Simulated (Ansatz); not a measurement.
# CsPbCl3 (Pm-3m): from the cell to its phonons, part 3 of 3

Wanted: phonon frequencies of CsPbCl3 (Pm-3m) and what follows from them.

Ansatz 0.2.0; DFT PBEsol, scalar-relativistic, plane waves, PAW; PAW set soft_1.

So far. Step 5 (Tight relaxation, k-mesh 8×8×8): The forces vanish by symmetry and the pressure is -0.009 GPa, within the tolerances set. The cell now holds 35.48 Å³/atom. Step 6 (Linear response at the zone centre): Before it was imposed, the acoustic sum rule was missed by 1.9e-4 eV/Å² and the charge sum rule by 8.1e-4 e. Small misses are needed for a sound result but don't prove that mesh and cutoff are converged. The relaxed cell has a = 5.619 Å (conventional setting).

## Step 7: Response at finite wavevector

Stability and thermal properties need the whole zone. Linear response on a 2×2×2 q mesh gives force constants as far as a supercell of that size would, and the tensors from the zone-centre run are typed in so that the long-range dipole term is interpolated apart.

input.yaml reads:

```yaml
crystal:
  lattice:
    - [5.6186639858, 0.0, 0.0]
    - [0.0, 5.6186639858, 0.0]
    - [0.0, 0.0, 5.6186639858]
  atoms:
    - { symbol: Cs, position: [0.0, 0.0, 0.0] }
    - { symbol: Pb, position: [0.5, 0.5, 0.5] }
    - { symbol: Cl, position: [0.5, 0.5, 0.0] }
    - { symbol: Cl, position: [0.0, 0.5, 0.5] }
    - { symbol: Cl, position: [0.5, 0.0, 0.5] }
kpoints:
  mp_grid: { grid: [8, 8, 8] }
hamiltonian:
  xc: pbesol
  pseudopotentials: { kind: paw, azcp: { folder: soft_1 }, xc_functional: pbe }
scf:
  occupations: { method: fixed }
output:
  eigenvalues: true
phonons:
  method: dfpt
  qmesh: [2, 2, 2]
  temperatures: { t_max: 1000, t_step: 50 }
  qpath:
    path:
      - [[0.0, 0.0, 0.0], [0.0, 0.5, 0.0], [0.5, 0.5, 0.0], [0.0, 0.0, 0.0], [0.5, 0.5, 0.5], [0.0, 0.5, 0.0]]
      - [[0.5, 0.5, 0.5], [0.5, 0.5, 0.0]]
    npoints: 10
  non_analytic_term:
    high_frequency_dielectric_tensor: [[4.0422, 0.0, 0.0], [0.0, 4.0422, 0.0], [0.0, 0.0, 4.0422]]
    born_effective_charges:
      - { species: Cs, tensor: [[1.3223, 0.0, 0.0], [0.0, 1.3223, 0.0], [0.0, 0.0, 1.3223]] }
      - { species: Pb, tensor: [[3.9503, 0.0, 0.0], [0.0, 3.9503, 0.0], [0.0, 0.0, 3.9503]] }
      - { species: Cl, tensor: [[-0.724, 0.0, 0.0], [0.0, -0.724, 0.0], [0.0, 0.0, -3.8247]] }
      - { species: Cl, tensor: [[-3.8247, 0.0, 0.0], [0.0, -0.724, 0.0], [0.0, 0.0, -0.724]] }
      - { species: Cl, tensor: [[-0.724, 0.0, 0.0], [0.0, -3.8247, 0.0], [0.0, 0.0, -0.724]] }
    source: "zone-centre run at this cell"
```

Command:

```
ansatz run input.yaml --threads 4 --pin off --max-ram 10240MiB --backend cpu --events-out ev --progress --plain --runs-dir out
```

Numbers of over 12 decimals in the logs are rounded to 6 here.

What it wrote:

```text
[...]
Crystal: 5 atoms, lattice volume = 177.378 Å³
Basis set: ecut = 420 eV, 3431 PW (Γ), exchange–correlation on 80×80×80 points (8 copies of the dense FFT grid, shifted against one another)
Bands: 27, of which v1, the nominal top of the filled ones, is band 22 counted from 1 (21 counted from 0)
Symmetry: 48 space group operations
k-points: 35 of 512
[...]
SCF iter   1: F=—  HF=-20534.057203 eV  |F-HF|=—  |Δ(HF+E_count)|=         —  Δρ=2.39e-2  dr2=2.20e0  ethr=3.10e-3  ⟨swp⟩=5.0  Hψ=3979  notcnv=0  defer=61
[...]
SCF iter  10: F=-20532.982114 eV  HF=-20532.982114 eV  |F-HF|=2.18e-11  |Δ(HF+E_count)|=  2.15e-10  Δρ=4.11e-8  dr2=5.09e-12  ethr=1.00e-12  ⟨swp⟩=16.3  Hψ=7225  notcnv=0
SCF 1 converged in 10 iterations: F = -20532.982114 eV  dr2 = 5.09e-12
[...]
NSCF: frozen V_eff on 35 k-points
[...]
DFPT response loops at q = (0, 0, 0) (fractional): preconditioner auto → Resta (q_TF=auto, 2.163 Å⁻¹)  ε∞=5.7 (no band partly filled); β = 1.00, the filter's whole step (`scf.mixing.beta` (0.50) is not read by the response loops at its default; to damp them type it under 1.00, their step now; it binds the ground state too); Broyden in place of MSR1
[...]
SCF converged after 10 iterations
Free energy (F): -20532.982114 eV
[...]
Internal energy: -20532.982114 eV  (E = F + TS)
E sigma→0 (E₀):  -20532.982114 eV
Fermi energy:    3.940031 eV
[...]
--- Band table (eV; the first three rows and the last of 35) ---
  k-point 0: bands = [... 18 lower, 1.3639, 1.4693, 1.4693, 1.4693, 7.1920, 8.2004, 8.2004, 9.0863, ... 1 higher]
  k-point 1: bands = [... 18 lower, 1.3491, 1.4532, 1.4532, 1.4672, 7.3422, 8.3044, 8.3127, 9.1335, ... 1 higher]
  k-point 2: bands = [... 18 lower, 1.3131, 1.4144, 1.4144, 1.5540, 7.6987, 8.5055, 8.6085, 8.7305, ... 1 higher]
  k-point 34: bands = [... 18 lower, 1.7941, 1.7941, 1.7941, 3.9400, 5.7837, 5.7837, 5.7837, 8.9584, ... 1 higher]
--- Phonons (Γ-DFPT): 4 representative perturbations + reference (Σ response iterations 14) ---
  ASR residual: 1.105e-4 → 0.000e0 eV/Å²; symmetrization residual: 3.434e-5 eV/Å²
  ASR residual per site (eV/Å²): 1.32e-5 2.26e-5 1.11e-4 1.11e-4 1.11e-4
[...]
--- Phonons (arbitrary-q DFPT): 4 irreducible q on the 2×2×2 mesh ---
  q = [0.0000, 0.0000, 0.0000] (star 1, of the zone-centre solve; hermiticity 2.80e-5, symmetrization 8.85e-12): -21.58 -21.58 -21.58 -0.00 -0.00 0.00 20.40 20.40 20.40 51.83 51.83 51.83 136.03 136.03 136.03
  q = [0.0000, 0.0000, -0.5000] (star 3, 9 solved perturbations in 975 linear systems a pass and spin channel, the states on 125 of 512 k-point pairs; hermiticity 5.40e-6, symmetrization 3.35e-12): -13.36 -13.36 10.54 10.54 35.26 38.59 42.97 42.97 43.88 43.88 52.08 110.89 136.23 136.23 247.99
[...]
sum rule: each row above includes the acoustic sum rule's correction from the zone centre's row sums; it moved no ω² by more than (0.92 cm⁻¹)²
  mesh force constants: q→R imaginary residual 6.58e-18; ASR residual 1.105e-4 → 0.000e0 eV/Å²; symmetrization residual 6.217e-15 eV/Å²
  interpolated dispersion: 63 rows × 15 modes
  density of states and harmonic sums: on the 12×12×12 q-mesh, interpolated from the force constants of a 2×2×2 supercell (with the dipole–dipole term of supplied tensors)
  largest difference from the sums on the solved wave vectors: F 4.76e-2 eV, S 5.10e-5 and C_V 1.74e-5 eV/K
  zero-point energy: 0.064367 eV/cell   skipped modes (ω ≤ 0): 291, of them read as no rigid motion or as one in doubt: 288 (3.414e0 modes/cell left out, lowest -47.93 cm⁻¹)   left out of the sums: 2.28e-1 of the cell's modes: C_V's classical limit lies that fraction below 3 k_B per atom; for a crystal, a wire or a layer, F and S can be off by more, and a phonons.interpolated_qmesh denser along its periods is the remedy for the sampling
```

The job ended after 6.3 min (4 threads of Arm Neoverse V1, shared host; peak memory 1.8 GiB; 25 min of CPU time).

This step gave:

* sum-rule residual before enforcement: 1.11e-4 eV/Å²
* lowest frequency on the path: -47.93 cm⁻¹
* highest frequency on the path or at a solved wavevector: 262.8 cm⁻¹
* lowest mode on the q mesh (acoustic modes at Γ apart): -47.93 cm⁻¹

Frequencies (cm⁻¹) solved at each irreducible wavevector; negative means imaginary. Frequencies by wavevector, by row:

| q in reciprocal lattice units | star | mode 1 | mode 2 | mode 3 | mode 4 | mode 13 | mode 14 | mode 15 |
| --- | --- | --- | --- | --- | --- | --- | --- | --- |
| 0 0 0 | 1 | -21.6 | -21.6 | -21.6 | 0 | 136 | 136 | 136 |
| 0 0 -0.5 | 3 | -13.4 | -13.4 | 10.5 | 10.5 | 136.2 | 136.2 | 248 |
| 0 -0.5 -0.5 | 3 | -47.5 | -20.6 | -20.6 | 7.8 | 136.3 | 220.7 | 256.8 |
| -0.5 -0.5 -0.5 | 1 | -47.9 | -47.9 | -47.9 | -11.8 | 220.4 | 220.4 | 262.8 |

Interpolated from a 2×2×2 q mesh, with the LO-TO term (at Γ the limit along the path; where Γ stands inside the path, tables give the limit on arrival). Phonon branches along the path, in cm⁻¹:

| point | branch 1 | branch 2 | branch 3 | branch 4 | branch 12 | branch 13 | branch 14 | branch 15 |
| --- | --- | --- | --- | --- | --- | --- | --- | --- |
| Γ | -22 | -22 | 0 | 0 | 56 | 136 | 136 | 232 |
| halfway | -18 | -18 | 10 | 10 | 88 | 136 | 136 | 239 |
| X | -13 | -13 | 10 | 10 | 111 | 136 | 136 | 248 |
| halfway | -35 | -14 | -8 | 7 | 107 | 136 | 187 | 249 |
| M | -48 | -21 | -21 | 8 | 103 | 136 | 221 | 257 |
| halfway | -28 | -14 | -13 | 17 | 88 | 136 | 176 | 236 |
| Γ | -22 | -22 | 0 | 0 | 56 | 136 | 136 | 232 |
| halfway | -29 | -25 | -25 | 9 | 88 | 178 | 178 | 235 |
| R | -48 | -48 | -48 | -12 | 98 | 220 | 220 | 263 |
| halfway | -37 | -33 | -25 | -10 | 105 | 180 | 193 | 250 |
| X | -13 | -13 | 10 | 10 | 111 | 136 | 136 | 248 |
| jump to R | -48 | -48 | -48 | -12 | 98 | 220 | 220 | 263 |
| halfway | -48 | -35 | -35 | -5 | 101 | 186 | 221 | 257 |
| M | -48 | -21 | -21 | 8 | 103 | 136 | 221 | 257 |

Tetrahedra on a 12×12×12 mesh, mean over bins of 5 cm-1. Interpolated from a 2×2×2 q mesh. The phonon density of states by wavenumber; read off at these points:

wavenumber (cm⁻¹), phonon density of states (1/cm⁻¹/cell) and a bar:
```
      -48      0.024 #####
      -38      0.049 ###########
      -28      0.054 ############
      -18      0.137 ##############################
       -2      0.046 ##########
        8      0.046 ##########
       18      0.112 #########################
       22      0.131 #############################
       28      0.081 ##################
       38      0.074 ################
       48      0.104 #######################
       52      0.117 ##########################
       58      0.102 ######################
       72      0.081 ##################
       82      0.063 ##############
       92      0.047 ##########
      102      0.084 ###################
      112      0.001 
      122      0.000 
      132      0.000 
      142      0.053 ############
      158      0.024 #####
      168      0.019 ####
      178      0.017 ####
      188      0.018 ####
      198      0.016 ###
      208      0.019 ####
      218      0.020 ####
      232      0.023 #####
      242      0.037 ########
      248      0.064 ##############
      252      0.035 ########
      262      0.001
```

The partial phonon density of states has structure finer than the step of the table below, so its rows give means over 10 cm⁻¹, whole bins alone (the curve runs from -57.3 to 279 cm⁻¹). Peaks (cm⁻¹: height): Cl -36.1: 0.0579, -25.5: 0.0616, 27.4: 0.0620, 44.3: 0.0639, 54.9: 0.0861, 69.7: 0.0617, 145.9: 0.0626; Cs -8.6: 0.0829, 16.8: 0.0577; Pb 54.9: 0.0388, 69.7: 0.0485, 82.4: 0.0440, 101.4: 0.0681.

Phonopy on the run's constants, 11x11x11 mesh, Gaussian sigma 2.4 cm-1. Interpolated from a 2×2×2 q mesh. Table of partial phonon density of states by wavenumber; means over each step; values in 1/cm⁻¹/cell:

| wavenumber (cm⁻¹) | Cl | Cs | Pb |
| --- | --- | --- | --- |
| -50 | 0.0150 | 2.2e-5 | 3.6e-6 |
| -40 | 0.0493 | 6.5e-4 | 6.3e-5 |
| -30 | 0.0458 | 0.00686 | 1.5e-4 |
| -20 | 0.0500 | 0.0553 | 6.9e-4 |
| -10 | 0.0211 | 0.0754 | 3.9e-4 |
| 0 | 0.00490 | 0.0252 | 5.8e-4 |
| 10 | 0.0249 | 0.0339 | 0.00604 |
| 20 | 0.0528 | 0.0468 | 0.0122 |
| 30 | 0.0511 | 0.0229 | 0.0131 |
| 40 | 0.0518 | 0.0105 | 0.0231 |
| 50 | 0.0617 | 0.00722 | 0.0317 |
| 60 | 0.0609 | 0.00482 | 0.0275 |
| 70 | 0.0565 | 0.00405 | 0.0358 |
| 80 | 0.0383 | 0.00224 | 0.0282 |
| 90 | 0.0130 | 0.00131 | 0.0336 |
| 100 | 0.0124 | 0.00190 | 0.0571 |
| 110 | 0.00431 | 3.9e-4 | 0.0158 |
| 120 | 2.4e-5 | 6.5e-7 | 7.7e-5 |
| 130 | 0.00779 | 0 | 0.00114 |
| 140 | 0.0400 | 7.2e-6 | 0.00482 |
| 150 | 0.0238 | 1.4e-5 | 0.00240 |
| 160 | 0.0160 | 4.5e-6 | 6.5e-4 |
| 170 | 0.0280 | 1.9e-5 | 0.00115 |
| 180 | 0.00681 | 1.5e-6 | 1.0e-4 |
| 190 | 0.0256 | 5.5e-6 | 2.8e-4 |
| 200 | 0.00982 | 8.5e-7 | 8.2e-5 |
| 210 | 0.0211 | 0 | 3.7e-5 |
| 220 | 0.0104 | 4.0e-7 | 1.4e-5 |
| 230 | 0.0118 | 8.8e-5 | 0.00114 |
| 240 | 0.0318 | 1.1e-4 | 0.00129 |
| 250 | 0.0438 | 5.2e-5 | 5.3e-4 |
| 260 | 0.00912 | 4.5e-7 | 4.8e-5 |
| 270 | 7.2e-5 | 0 | 0 |

Symmetry leaves 4 wavevectors to solve. The lowest mode among them, the acoustic zeros apart, lies at q = (-0.5, -0.5, -0.5) and is imaginary, 47.9i cm⁻¹, so the energy falls along it.

## Step 8: Another isotope, element Cl, natural mass 35.45 amu

An isotope changes the mass and not the force constants, so no new electronic calculation is needed; the shifts show which modes move this element.

The same force constants with the mass of Cl changed from 35.450 to 36.966 u (phonopy, no LO-TO term). Both lists are sorted by frequency; levels can cross, so a row need not hold one and the same mode. Modes under 3 cm⁻¹ are left out. Isotope shifts, by row, the first 40 of 57 rows:

| q | rank | natural mass (cm⁻¹) | changed mass (cm⁻¹) |
| --- | --- | --- | --- |
| 0 0 0 | 1 | -21.58 | -21.41 |
| 0 0 0 | 2 | -21.58 | -21.41 |
| 0 0 0 | 3 | -21.58 | -21.41 |
| 0 0 0 | 7 | 20.4 | 19.98 |
| 0 0 0 | 8 | 20.4 | 19.98 |
| 0 0 0 | 9 | 20.4 | 19.98 |
| 0 0 0 | 10 | 51.83 | 51.27 |
| 0 0 0 | 11 | 51.83 | 51.27 |
| 0 0 0 | 12 | 51.83 | 51.27 |
| 0 0 0 | 13 | 136 | 133.6 |
| 0 0 0 | 14 | 136 | 133.6 |
| 0 0 0 | 15 | 136 | 133.6 |
| 0 0 -0.5 | 1 | -13.36 | -13.32 |
| 0 0 -0.5 | 2 | -13.36 | -13.32 |
| 0 0 -0.5 | 3 | 10.54 | 10.4 |
| 0 0 -0.5 | 4 | 10.54 | 10.4 |
| 0 0 -0.5 | 5 | 35.26 | 34.53 |
| 0 0 -0.5 | 6 | 38.59 | 38.58 |
| 0 0 -0.5 | 7 | 42.97 | 42.19 |
| 0 0 -0.5 | 8 | 42.97 | 42.19 |
| 0 0 -0.5 | 9 | 43.88 | 43.42 |
| 0 0 -0.5 | 10 | 43.88 | 43.42 |
| 0 0 -0.5 | 11 | 52.08 | 51.25 |
| 0 0 -0.5 | 12 | 110.9 | 110.4 |
| 0 0 -0.5 | 13 | 136.2 | 133.8 |
| 0 0 -0.5 | 14 | 136.2 | 133.8 |
| 0 0 -0.5 | 15 | 248 | 242.9 |
| 0 -0.5 -0.5 | 1 | -47.48 | -46.5 |
| 0 -0.5 -0.5 | 2 | -20.61 | -20.48 |
| 0 -0.5 -0.5 | 3 | -20.61 | -20.48 |
| 0 -0.5 -0.5 | 4 | 7.79 | 7.79 |
| 0 -0.5 -0.5 | 5 | 34.7 | 34.6 |
| 0 -0.5 -0.5 | 6 | 41.37 | 40.51 |
| 0 -0.5 -0.5 | 7 | 41.37 | 40.51 |
| 0 -0.5 -0.5 | 8 | 45.26 | 44.65 |
| 0 -0.5 -0.5 | 9 | 45.26 | 44.65 |
| 0 -0.5 -0.5 | 10 | 87.55 | 85.73 |
| 0 -0.5 -0.5 | 11 | 102.6 | 102.5 |
| 0 -0.5 -0.5 | 12 | 102.6 | 102.5 |
| 0 -0.5 -0.5 | 13 | 136.3 | 133.9 |

A mode of this element alone would shift by -2.07 %. The highest zone-centre frequency without the field goes from 136.0 to 133.6 cm⁻¹ (-1.8 %).

## Step 9: Isotope substitution, element Pb, natural mass 207.2 amu

The same for Pb, from 207.20 to 203.97 u.

The same force constants with the mass of Pb changed from 207.200 to 203.973 u (phonopy, no LO-TO term). Both lists are sorted by frequency; levels can cross, so a row need not hold one and the same mode. Modes under 3 cm⁻¹ are left out. Isotope shifts, by row, the first 40 of 57 rows:

| q | rank | natural mass (cm⁻¹) | changed mass (cm⁻¹) |
| --- | --- | --- | --- |
| 0 0 0 | 1 | -21.58 | -21.59 |
| 0 0 0 | 2 | -21.58 | -21.59 |
| 0 0 0 | 3 | -21.58 | -21.59 |
| 0 0 0 | 7 | 20.4 | 20.4 |
| 0 0 0 | 8 | 20.4 | 20.4 |
| 0 0 0 | 9 | 20.4 | 20.4 |
| 0 0 0 | 10 | 51.83 | 51.98 |
| 0 0 0 | 11 | 51.83 | 51.98 |
| 0 0 0 | 12 | 51.83 | 51.98 |
| 0 0 0 | 13 | 136 | 136.2 |
| 0 0 0 | 14 | 136 | 136.2 |
| 0 0 0 | 15 | 136 | 136.2 |
| 0 0 -0.5 | 1 | -13.36 | -13.36 |
| 0 0 -0.5 | 2 | -13.36 | -13.36 |
| 0 0 -0.5 | 3 | 10.54 | 10.57 |
| 0 0 -0.5 | 4 | 10.54 | 10.57 |
| 0 0 -0.5 | 5 | 35.26 | 35.26 |
| 0 0 -0.5 | 6 | 38.59 | 38.59 |
| 0 0 -0.5 | 7 | 42.97 | 42.97 |
| 0 0 -0.5 | 8 | 42.97 | 42.97 |
| 0 0 -0.5 | 9 | 43.88 | 44.05 |
| 0 0 -0.5 | 10 | 43.88 | 44.05 |
| 0 0 -0.5 | 11 | 52.08 | 52.18 |
| 0 0 -0.5 | 12 | 110.9 | 111.6 |
| 0 0 -0.5 | 13 | 136.2 | 136.4 |
| 0 0 -0.5 | 14 | 136.2 | 136.4 |
| 0 0 -0.5 | 15 | 248 | 248 |
| 0 -0.5 -0.5 | 1 | -47.48 | -47.48 |
| 0 -0.5 -0.5 | 2 | -20.61 | -20.61 |
| 0 -0.5 -0.5 | 3 | -20.61 | -20.61 |
| 0 -0.5 -0.5 | 4 | 7.79 | 7.79 |
| 0 -0.5 -0.5 | 5 | 34.7 | 34.94 |
| 0 -0.5 -0.5 | 6 | 41.37 | 41.37 |
| 0 -0.5 -0.5 | 7 | 41.37 | 41.37 |
| 0 -0.5 -0.5 | 8 | 45.26 | 45.29 |
| 0 -0.5 -0.5 | 9 | 45.26 | 45.29 |
| 0 -0.5 -0.5 | 10 | 87.55 | 87.55 |
| 0 -0.5 -0.5 | 11 | 102.6 | 103.3 |
| 0 -0.5 -0.5 | 12 | 102.6 | 103.3 |
| 0 -0.5 -0.5 | 13 | 136.3 | 136.5 |

A mode of this element alone would shift by +0.79 %. The highest zone-centre frequency without the field goes from 136.0 to 136.2 cm⁻¹ (+0.1 %).

## Step 10: Summary of results

| Quantity | Value |
| --- | --- |
| space group after relaxation (within 0.01 Å) | Pm-3m |
| volume per atom | 35.5 Å³ |
| gap on the k-mesh | 1.84 eV |
| highest optical mode at the zone centre (no LO-TO term) | 136 cm⁻¹ |
| top of the zone-centre spectrum with the field | 232 cm⁻¹ |
| lowest optical zone-centre mode | -21.6 cm⁻¹ |
| mean high-frequency dielectric constant | 4.04 |
| largest Born charge (third of the trace) | 3.95 e |
| lowest mode on the q mesh (acoustic modes at Γ apart) | -47.9 cm⁻¹ |
| highest frequency on the path or at a solved wavevector | 263 cm⁻¹ |
| imaginary modes on the 2×2×2 q mesh | yes |

Modes are clearly imaginary (beyond 10i cm⁻¹) at 4 of the 4 irreducible wavevectors, most at q = (-0.5, -0.5, -0.5) (47.9i cm⁻¹), so this structure is not a minimum of the energy. Without the field, the optical modes at Γ span -22 to 136 cm⁻¹ (negative means imaginary). The highest mode in this list at Γ, 136.0 cm⁻¹, is mostly motion of Cl (88 % of the kinetic energy). With the macroscopic field of the longitudinal modes the top of the zone-centre spectrum lies at 232 cm⁻¹, against 136 cm⁻¹ without it. Among the real modes, the strongest infrared line is at 136 cm⁻¹. With the field response the log warns that the k mesh is coarse for the force constants too, so the frequencies may not be converged. Spin-orbit coupling is left out, which can matter for the heavy elements here. The PAW files were made for PBE and serve the other functionals too. These are harmonic frequencies at zero temperature: anharmonic shifts, linewidths and thermal expansion are left out.

[Logs are printed without paths, hosts, clocks, repeated set-up lines and the standing remarks that a program may print on its own settings, such as how far it seeks lower states.]

[Hosts, paths, dates, database ids (printed as entryN), source tags and the programs' standing remarks are cut or masked in the printed files.]
